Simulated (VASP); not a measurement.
Input of a VASP 6.6.1 run:

Contents of INCAR:

```
SYSTEM = AlN
PREC = Accurate
ENCUT = 520
EDIFF = 1E-7
ISMEAR = 0
SIGMA = 0.05
LREAL = Auto
LASPH = .True.
NELM = 100
ALGO = Normal
ISIF = 2
LWAVE = .False.
LCHARG = .False.
IBRION = 6
NFREE = 2
POTIM = 0.015
NSW = 1
LPHON_DISPERSION = .True.
PHON_NWRITE = -3
```

KPOINTS

```
Automatic mesh
0
Gamma
  3 3 2
  0 0 0
```

The input POSCAR:

```
AlN
1.0
    6.1817800000      0.0000000000      0.0000000000
   -3.0908900000      5.3535785206      0.0000000000
    0.0000000000      0.0000000000      9.8934800000
Al N
16 16
Direct
    0.1666666666      0.3333333333      0.0000000000
    0.1666666666      0.3333333333      0.5000000000
    0.1666666666      0.8333333333      0.0000000000
    0.1666666666      0.8333333333      0.5000000000
    0.6666666666      0.3333333333      0.0000000000
    0.6666666666      0.3333333333      0.5000000000
    0.6666666666      0.8333333333      0.0000000000
    0.6666666666      0.8333333333      0.5000000000
    0.3333333334      0.1666666666      0.2500000000
    0.3333333334      0.1666666666      0.7500000000
    0.3333333334      0.6666666667      0.2500000000
    0.3333333334      0.6666666667      0.7500000000
    0.8333333333      0.1666666666      0.2500000000
    0.8333333333      0.1666666666      0.7500000000
    0.8333333333      0.6666666667      0.2500000000
    0.8333333333      0.6666666667      0.7500000000
    0.1666666666      0.3333333333      0.1909550000
    0.1666666666      0.3333333333      0.6909550000
    0.1666666666      0.8333333333      0.1909550000
    0.1666666666      0.8333333333      0.6909550000
    0.6666666666      0.3333333333      0.1909550000
    0.6666666666      0.3333333333      0.6909550000
    0.6666666666      0.8333333333      0.1909550000
    0.6666666666      0.8333333333      0.6909550000
    0.3333333334      0.1666666666      0.4409550000
    0.3333333334      0.1666666666      0.9409550000
    0.3333333334      0.6666666667      0.4409550000
    0.3333333334      0.6666666667      0.9409550000
    0.8333333333      0.1666666666      0.4409550000
    0.8333333333      0.1666666666      0.9409550000
    0.8333333333      0.6666666667      0.4409550000
    0.8333333333      0.6666666667      0.9409550000
```

File QPOINTS:

```
path GMKGALHA,LM,KH
8
line-mode
reciprocal
 0.0000000000  0.0000000000  0.0000000000  G
 0.5000000000  0.0000000000  0.0000000000  M

 0.5000000000  0.0000000000  0.0000000000  M
 0.3333333333  0.3333333333  0.0000000000  K

 0.3333333333  0.3333333333  0.0000000000  K
 0.0000000000  0.0000000000  0.0000000000  G

 0.0000000000  0.0000000000  0.0000000000  G
 0.0000000000  0.0000000000  0.5000000000  A

 0.0000000000  0.0000000000  0.5000000000  A
 0.5000000000  0.0000000000  0.5000000000  L

 0.5000000000  0.0000000000  0.5000000000  L
 0.3333333333  0.3333333333  0.5000000000  H

 0.3333333333  0.3333333333  0.5000000000  H
 0.0000000000  0.0000000000  0.5000000000  A

 0.5000000000  0.0000000000  0.5000000000  L
 0.5000000000  0.0000000000  0.0000000000  M

 0.3333333333  0.3333333333  0.0000000000  K
 0.3333333333  0.3333333333  0.5000000000  H
```

Potentials or basis: VASP PAW LDA potentials, release 64 (Al, N).

Launch:

```sh
$ cat potpaw_LDA.64/Al/POTCAR potpaw_LDA.64/N/POTCAR > POTCAR
$ mpirun -np 1 vasp_std > vasp.out
```

Task: What does it give for the highest phonon frequency, LO-TO splitting left out?

Result: 844 cm⁻¹.

Phonon frequencies at the corners of the path (cm⁻¹, interpolated; i marks imaginary ones):
```csv
point,frequencies
Γ,0 0 0 241 241 554 625 672 672 683 683 732
M,226 306 344 407 505 527 649 671 685 687 738 757
K,353 353 361 473 478 478 654 654 706 706 730 732
A,177 177 177 177 352 352 676 676 676 676 834 834
L,269 269 298 298 577 577 679 679 682 682 735 735
H,225 225 439 439 557 557 645 645 704 704 719 719
```

Caveat: the k mesh is coarse (spacing up to 0.39 Å⁻¹), so the values aren't converged; the long-range dipole term is left out, so LO-TO splitting is missing.
